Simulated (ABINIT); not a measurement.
# CsPbBr3 (Pm-3m) in ABINIT: settings compared

One crystal, CsPbBr3, is run at these levels: PBEsol, LDA; tasks: single point.

Program: ABINIT 10.8.3 (patched build). These are calculated values, not measurements. Logs are shortened: lines on timing, memory, paths and dates and some standing lists are left out, and cuts for length are marked. The log counts tension as positive stress, the text compression.

## Step 1: The crystal as given

The structure is cubic, space group Pm-3m (No. 221). The conventional cell has a = 5.870 Å, b = 5.870 Å, c = 5.870 Å, α = 90.00°, β = 90.00°, γ = 90.00°. Pb (site symmetry m-3m) is surrounded by 6 Br at 2.94 Å. Cs (site symmetry m-3m) has 12 Br at 4.15 Å as nearest neighbours. Br (site symmetry 4/mmm) is surrounded by 2 Pb at 2.94 Å.

Measurements of this composition are mostly on another form, of space group No. 62.

## Step 2: Single point, PBEsol

File run.abi:

```
pp_dirpath "./"
pseudos "Pb.upf, Cs.upf, Br.upf"

acell 3*1.0 Angstrom
rprim
     5.8700000000     0.0000000000     0.0000000000
     0.0000000000     5.8700000000     0.0000000000
     0.0000000000     0.0000000000     5.8700000000
ntypat 3
znucl 82 55 35
natom 5
typat 1 2 3 3 3
xcart
     2.9350000000     2.9350000000     2.9350000000
     0.0000000000     0.0000000000     0.0000000000
     2.9350000000     2.9350000000     0.0000000000
     2.9350000000     0.0000000000     2.9350000000
     0.0000000000     2.9350000000     2.9350000000 Angstrom

ecut 24.0

kptopt 1
ngkpt 4 4 4
nshiftk 1
shiftk 0.0 0.0 0.0

ixc -116133

nband 27
occopt 3
tsmear 0.00183747

nstep 100
tolvrs 1.0e-10

iomode 3
prtwf 0
prtden 0
prteig 0
prtebands 0
prtvol 2
```

Potentials or basis: PseudoDojo NC SR PBEsol v0.4.1 standard.

Run with:

```
abinit run.abi > log 2>&1
```

run.abo:

```text
.Version 10.8.3 of ABINIT
 Symmetries : space group Pm -3 m (#221); Bravais cP (primitive cubic)
================================================================================
 Values of the parameters that define the memory need of the present run
     intxc =       0    ionmov =       0      iscf =       7    lmnmax =       8
     lnmax =       8     mgfft =      50  mpssoang =       4    mqgrid =    3001
     natom =       5  nloc_mem =       1    nspden =       1   nspinor =       1
    nsppol =       1      nsym =      48    n1xccc =    2501    ntypat =       3
    occopt =       3   xclevel =       2
       mpw =        7712          nfft =      125000          nkpt =          10
================================================================================
================================================================================

--------------------------------------------------------------------------------
------------- Echo of variables that govern the present computation ------------
--------------------------------------------------------------------------------
 -outvars: echo values of preprocessed input variables --------
            acell      1.8897261259E+00  1.8897261259E+00  1.8897261259E+00 Bohr
              amu      2.07200000E+02  1.32905430E+02  7.99040000E+01
             ecut      2.40000000E+01 Hartree
              ixc     -116133
         kptrlatt        4    0    0      0    4    0      0    0    4
          kptrlen      4.43707694E+01
            natom           5
            nband          27
            ngfft          50      50      50
             nkpt          10
            nstep         100
             nsym          48
           ntypat           3
           occopt           3
           prtden           0
        prtebands           0
           prteig           0
           prtvol           2
            prtwf           0
            rprim      5.8700000000E+00  0.0000000000E+00  0.0000000000E+00
                       0.0000000000E+00  5.8700000000E+00  0.0000000000E+00
                       0.0000000000E+00  0.0000000000E+00  5.8700000000E+00
          spgroup         221
           tolvrs      1.00000000E-10
           tsmear      1.83747000E-03 Hartree
            typat      1  2  3  3  3
           xangst      2.9350000000E+00  2.9350000000E+00  2.9350000000E+00
                       0.0000000000E+00  0.0000000000E+00  0.0000000000E+00
                       2.9350000000E+00  2.9350000000E+00  0.0000000000E+00
                       2.9350000000E+00  0.0000000000E+00  2.9350000000E+00
                       0.0000000000E+00  2.9350000000E+00  2.9350000000E+00
            xcart      5.5463461795E+00  5.5463461795E+00  5.5463461795E+00
                       0.0000000000E+00  0.0000000000E+00  0.0000000000E+00
                       5.5463461795E+00  5.5463461795E+00  0.0000000000E+00
                       5.5463461795E+00  0.0000000000E+00  5.5463461795E+00
                       0.0000000000E+00  5.5463461795E+00  5.5463461795E+00
             xred      5.0000000000E-01  5.0000000000E-01  5.0000000000E-01
                       0.0000000000E+00  0.0000000000E+00  0.0000000000E+00
                       5.0000000000E-01  5.0000000000E-01  0.0000000000E+00
                       5.0000000000E-01  0.0000000000E+00  5.0000000000E-01
                       0.0000000000E+00  5.0000000000E-01  5.0000000000E-01
            znucl       82.00000   55.00000   35.00000

================================================================================

 chkinp: Checking input parameters for consistency.

================================================================================
== DATASET  1 ==================================================================

--- !DatasetInfo
iteration_state: {dtset: 1, }
dimensions: {natom: 5, nkpt: 10, mband: 27, nsppol: 1, nspinor: 1, nspden: 1, mpw: 7712, }
cutoff_energies: {ecut:  24.0, pawecutdg:  -1.0, }
electrons: {nelect:   4.40000000E+01, charge:   0.00000000E+00, occopt:   3.00000000E+00, tsmear:   1.83747000E-03, }
meta: {optdriver: 0, ionmov: 0, optcell: 0, iscf: 7, paral_kgb: 0, }
...

 Real(R)+Recip(G) space primitive vectors, cartesian coordinates (Bohr,Bohr^-1):
 R(1)= 11.0926924  0.0000000  0.0000000  G(1)=  0.0901494  0.0000000  0.0000000
 R(2)=  0.0000000 11.0926924  0.0000000  G(2)=  0.0000000  0.0901494  0.0000000
 R(3)=  0.0000000  0.0000000 11.0926924  G(3)=  0.0000000  0.0000000  0.0901494
[... 157 lines left out ...]
    1       0.000000000000      0.000000000000      0.000000000000
    2       0.000000000000      0.000000000000      0.000000000000
    3       0.000000000000      0.000000000000      0.000000000000
    4       0.000000000000      0.000000000000      0.000000000000
    5       0.000000000000      0.000000000000      0.000000000000

 cartesian coordinates (angstrom) at end:
    1      2.93500000000000     2.93500000000000     2.93500000000000
    2      0.00000000000000     0.00000000000000     0.00000000000000
    3      2.93500000000000     2.93500000000000     0.00000000000000
    4      2.93500000000000     0.00000000000000     2.93500000000000
    5      0.00000000000000     2.93500000000000     2.93500000000000

 cartesian forces (hartree/bohr) at end:
    1     -0.00000000000000    -0.00000000000000    -0.00000000000000
    2     -0.00000000000000    -0.00000000000000    -0.00000000000000
    3     -0.00000000000000    -0.00000000000000    -0.00000000000000
    4     -0.00000000000000    -0.00000000000000    -0.00000000000000
    5     -0.00000000000000    -0.00000000000000    -0.00000000000000
 frms,max,avg= 0.0000000E+00 0.0000000E+00   0.000E+00  0.000E+00  0.000E+00 h/b

 cartesian forces (eV/Angstrom) at end:
    1     -0.00000000000000    -0.00000000000000    -0.00000000000000
    2     -0.00000000000000    -0.00000000000000    -0.00000000000000
    3     -0.00000000000000    -0.00000000000000    -0.00000000000000
    4     -0.00000000000000    -0.00000000000000    -0.00000000000000
    5     -0.00000000000000    -0.00000000000000    -0.00000000000000
 frms,max,avg= 0.0000000E+00 0.0000000E+00   0.000E+00  0.000E+00  0.000E+00 e/A
 length scales=  1.889726125908  1.889726125908  1.889726125908 bohr
              =  1.000000000000  1.000000000000  1.000000000000 angstroms
 Fermi (or HOMO) energy (hartree) =   0.09164   Average Vxc (hartree)=  -0.29288
 Eigenvalues (hartree) for nkpt=  10  k points:
 kpt#   1, nband= 27, wtk=  0.01563, kpt=  0.0000  0.0000  0.0000 (reduced coord)
  -0.72169   -0.55187   -0.55187   -0.54562   -0.54562   -0.54562   -0.47855   -0.45146
  -0.45146   -0.23537   -0.23537   -0.23537   -0.19246   -0.09444   -0.09444   -0.09444
  -0.01267   -0.01267   -0.01267   -0.00825   -0.00825   -0.00825    0.17273    0.21483
   0.21483    0.24205    0.24205
      occupation numbers for kpt#   1
   2.00000    2.00000    2.00000    2.00000    2.00000    2.00000    2.00000    2.00000
   2.00000    2.00000    2.00000    2.00000    2.00000    2.00000    2.00000    2.00000
   2.00000    2.00000    2.00000    2.00000    2.00000    2.00000    0.00000    0.00000
   0.00000    0.00000    0.00000
 kpt#   2, nband= 27, wtk=  0.09375, kpt=  0.2500  0.0000  0.0000 (reduced coord)
  -0.72167   -0.55187   -0.55066   -0.54564   -0.54564   -0.54562   -0.47597   -0.45624
  -0.45142   -0.23515   -0.23513   -0.23513   -0.20901   -0.09277   -0.09277   -0.05955
  -0.01523   -0.01523   -0.01519   -0.01049   -0.01049   -0.00754    0.19386    0.22181
   0.22947    0.23146    0.24970
      occupation numbers for kpt#   2
   2.00000    2.00000    2.00000    2.00000    2.00000    2.00000    2.00000    2.00000
[... 68 lines left out ...]
      occupation numbers for kpt#   9
   2.00000    2.00000    2.00000    2.00000    2.00000    2.00000    2.00000    2.00000
   2.00000    2.00000    2.00000    2.00000    2.00000    2.00000    2.00000    2.00000
   2.00000    2.00000    2.00000    2.00000    2.00000    2.00000    0.00000    0.00000
   0.00000    0.00000    0.00000
 kpt#  10, nband= 27, wtk=  0.01563, kpt=  0.5000  0.5000  0.5000 (reduced coord)
  -0.72159   -0.54791   -0.54791   -0.54570   -0.54570   -0.54570   -0.46386   -0.46386
  -0.46386   -0.26644   -0.23668   -0.23668   -0.23668   -0.03933   -0.03933   -0.03933
  -0.01695   -0.01695    0.00553    0.00553    0.00553    0.06641    0.11891    0.11891
   0.11891    0.22848    0.25546
      occupation numbers for kpt#  10
   2.00000    2.00000    2.00000    2.00000    2.00000    2.00000    2.00000    2.00000
   2.00000    2.00000    2.00000    2.00000    2.00000    2.00000    2.00000    2.00000
   2.00000    2.00000    2.00000    2.00000    2.00000    2.00000    0.00000    0.00000
   0.00000    0.00000    0.00000
 Total charge density [el/Bohr^3]
)     Maximum=    7.9054E-01  at reduced coord.    0.5000    0.5000    0.5800
)Next maximum=    7.9054E-01  at reduced coord.    0.5000    0.5800    0.5000
)     Minimum=    6.2330E-04  at reduced coord.    0.5000    0.0000    0.0000
)Next minimum=    6.2330E-04  at reduced coord.    0.0000    0.5000    0.0000
   Integrated=    4.4000E+01

--- !EnergyTerms
iteration_state     : {dtset: 1, }
comment             : Components of total free energy in Hartree
kinetic             :  5.28575768400706E+01
hartree             :  3.34956742626573E+01
xc                  : -4.21051298305454E+01
Ewald energy        : -8.35218628745600E+01
psp_core            :  3.20101855076228E+00
local_psp           : -1.00591858743113E+02
non_local_psp       : -4.35360662201374E+00
internal            : -1.41018188416742E+02
'-kT*entropy'       : -1.91768185021423E-09
total_energy        : -1.41018188418660E+02
total_energy_eV     : -3.83730039276867E+03
band_energy         : -1.20541868779527E+01
...

 Cartesian components of stress tensor (hartree/bohr^3)
  sigma(1 1)= -1.21278948E-06  sigma(3 2)=  0.00000000E+00
  sigma(2 2)= -1.21278948E-06  sigma(3 1)=  0.00000000E+00
  sigma(3 3)= -1.21278948E-06  sigma(2 1)=  0.00000000E+00

-Cartesian components of stress tensor (GPa)         [Pressure=  3.5681E-02 GPa]
- sigma(1 1)= -3.56814983E-02  sigma(3 2)=  0.00000000E+00
- sigma(2 2)= -3.56814983E-02  sigma(3 1)=  0.00000000E+00
- sigma(3 3)= -3.56814983E-02  sigma(2 1)=  0.00000000E+00

== END DATASET(S) ==============================================================
================================================================================

 -outvars: echo values of variables after computation  --------
            acell      1.8897261259E+00  1.8897261259E+00  1.8897261259E+00 Bohr
           etotal     -1.4101818842E+02
            fcart     -0.0000000000E+00 -0.0000000000E+00 -0.0000000000E+00
                      -0.0000000000E+00 -0.0000000000E+00 -0.0000000000E+00
                      -0.0000000000E+00 -0.0000000000E+00 -0.0000000000E+00
                      -0.0000000000E+00 -0.0000000000E+00 -0.0000000000E+00
                      -0.0000000000E+00 -0.0000000000E+00 -0.0000000000E+00
            rprim      5.8700000000E+00  0.0000000000E+00  0.0000000000E+00
                       0.0000000000E+00  5.8700000000E+00  0.0000000000E+00
                       0.0000000000E+00  0.0000000000E+00  5.8700000000E+00
           strten     -1.2127894777E-06 -1.2127894777E-06 -1.2127894777E-06
                       0.0000000000E+00  0.0000000000E+00  0.0000000000E+00
           xangst      2.9350000000E+00  2.9350000000E+00  2.9350000000E+00
                       0.0000000000E+00  0.0000000000E+00  0.0000000000E+00
                       2.9350000000E+00  2.9350000000E+00  0.0000000000E+00
                       2.9350000000E+00  0.0000000000E+00  2.9350000000E+00
                       0.0000000000E+00  2.9350000000E+00  2.9350000000E+00
             xred      5.0000000000E-01  5.0000000000E-01  5.0000000000E-01
                       0.0000000000E+00  0.0000000000E+00  0.0000000000E+00
                       5.0000000000E-01  5.0000000000E-01  0.0000000000E+00
                       5.0000000000E-01  0.0000000000E+00  5.0000000000E-01
                       0.0000000000E+00  5.0000000000E-01  5.0000000000E-01
 Calculation completed.
```

It took 66 s on 1 thread of Intel Xeon 6975P-C (Granite Rapids), shared host; peak memory 0.12 GiB.

Results:

```
Free energy                                           : -3837.3004 eV
Pressure                                              : 0.0 GPa
Band gap on the k mesh                                : 1.43 eV, direct
Valence electrons inside the program's atomic spheres : Pb 10.06; Cs 4.48; Br 4.22
```

Levels at points of the mesh, in eV from the valence-band top:
| k point | band 18 | band 19 | band 20 | band 21 | band 22 | band 23 | band 24 | band 25 | band 26 | band 27 |
| --- | --- | --- | --- | --- | --- | --- | --- | --- | --- | --- |
| (0.00, 0.00, 0.00) | -2.15 | -2.15 | -2.03 | -2.03 | -2.03 | 2.89 | 4.04 | 4.04 | 4.78 | 4.78 |
| (0.50, 0.00, 0.00) | -2.30 | -2.29 | -2.14 | -2.14 | -1.44 | 2.49 | 4.38 | 4.95 | 5.08 | 5.26 |
| (0.50, 0.50, 0.00) | -2.38 | -2.38 | -2.28 | -1.67 | -0.71 | 2.00 | 2.00 | 4.81 | 5.12 | 5.53 |
| (0.50, 0.50, 0.50) | -2.27 | -1.66 | -1.66 | -1.66 | 0.00 | 1.43 | 1.43 | 1.43 | 4.41 | 5.14 |

Caveat: the cutoff is short for stress, so the pressure is rough; spin-orbit coupling is left out, which as a rule narrows the gap of such compounds by several tenths of an eV.

## Step 3: Single point, LDA

File run.abi:

```
# Pseudopotentials
pp_dirpath "./"
pseudos "Pb.hgh, Cs.hgh, Br.hgh"

# Structure
acell 5.87 5.87 5.87 Angstrom
rprim
     1.0000000000     0.0000000000     0.0000000000
     0.0000000000     1.0000000000     0.0000000000
     0.0000000000     0.0000000000     1.0000000000
ntypat 3
znucl 82 55 35
natom 5
typat 1 2 3 3 3
xred
     0.5000000000     0.5000000000     0.5000000000
     0.0000000000     0.0000000000     0.0000000000
     0.5000000000     0.5000000000     0.0000000000
     0.5000000000     0.0000000000     0.5000000000
     0.0000000000     0.5000000000     0.5000000000

# Plane-wave basis
ecut 27.0

# k points
kptopt 1
ngkpt 4 4 4
nshiftk 1
shiftk 0.0 0.0 0.0

# Exchange and correlation
ixc 7

# Bands and occupations
nband 17
occopt 3
tsmear 0.05 eV

# SCF cycle
nstep 100
tolvrs 1.0e-10

# Output
iomode 3
prtwf 0
prtden 0
prteig 0
prtebands 0
enunit 1
prtvol 2
```

Potentials or basis: HGH LDA.

Run with:

```
abinit run.abi > log 2>&1
```

It took 23 s on 1 thread of AMD EPYC 9R45 (Zen 5), shared host; peak memory 0.11 GiB.

Results (log left out):

```yaml
Free_energy: -1210.5350 eV
Band_gap_on_the_k_mesh: 1.30 eV, direct
Valence_electrons_inside_the_program's_atomic_spheres: Pb 1.03; Cs 0.00; Br 4.23
```

Levels at points of the mesh, in eV from the valence-band top:
| k point | band 10 | band 11 | band 12 | band 13 | band 14 | band 15 | band 16 | band 17 |
| --- | --- | --- | --- | --- | --- | --- | --- | --- |
| (0.00, 0.00, 0.00) | -2.08 | -2.00 | -2.00 | -2.00 | 2.68 | 3.98 | 3.98 | 4.73 |
| (0.50, 0.00, 0.00) | -2.24 | -2.09 | -2.09 | -1.47 | 2.36 | 4.25 | 4.77 | 5.08 |
| (0.50, 0.50, 0.00) | -2.35 | -2.32 | -1.61 | -0.73 | 1.87 | 1.87 | 4.82 | 5.05 |
| (0.50, 0.50, 0.50) | -1.59 | -1.59 | -1.59 | 0.00 | 1.30 | 1.30 | 1.30 | 4.27 |

Caveat: the cutoff is too short for stress, so the log's stress isn't used; spin-orbit coupling is left out, which as a rule narrows the gap of such compounds by several tenths of an eV; HGH potentials are hard and often keep d shells in the core, so these values are rough.
